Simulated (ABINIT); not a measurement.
Runs of ABINIT 10.8.3 (patched build) on InP. The structure is cubic, space group F-43m (No. 216). The conventional cell has a = 5.861 Å, b = 5.861 Å, c = 5.861 Å, α = 90.00°, β = 90.00°, γ = 90.00°. Around In (site symmetry -43m) lie 4 P at 2.54 Å. P (site symmetry -43m) is surrounded by 4 In at 2.54 Å. 

```tsv
task	level	potentials or basis	k mesh	cutoff (eV)	fine-grid cutoff	mesh quality	gap on the mesh (eV)	pressure (GPa)
single point	r2SCAN	JTH PAW PBE v2.0	5 × 5 × 5	653	1251.72 eV	not flagged	1.13	(c)
band structure	LDA	PseudoDojo NC SR LDA v0.4.1 standard	8 × 8 × 8	952	-	not flagged	0.49	-1.3
band structure	HCTH407	JTH PAW PBE v2.0	8 × 8 × 8	544	1088.46 eV	not flagged	1.02	-
band structure	PW91	JTH PAW PBE v2.0 sp	8 × 8 × 8	544	1088.46 eV	not flagged	0.75	-
band structure	PBEsol	PseudoDojo NC SR PBEsol v0.4.1 standard	8 × 8 × 8	952	-	not flagged	(b)	0.7
single point	r2SCAN	JTH PAW PBE v2.0	3 × 3 × 3	653	1251.72 eV	coarse	(a)	2.5
```

Alike in all rows: no spin polarisation; cell as given; smearing fermi-dirac 0.05 eV.

Task: Fill in the values left out.

Result: (a) 1.10; (b) 0.61; (c) 1.7.

Caveats: some runs use coarse meshes; spin-orbit coupling is left out, which moves the levels of the heavy elements; the PAW data sets were made with another functional, which shifts forces and pressure a little (some runs); this set keeps more shells in the core, which shifts pressures and gaps (some runs).

A k mesh can miss the band edges, and the runs leave out spin-orbit coupling on In.

The runs don't all hold the same shells in valence.

Runs at the PBE level aren't shown here.
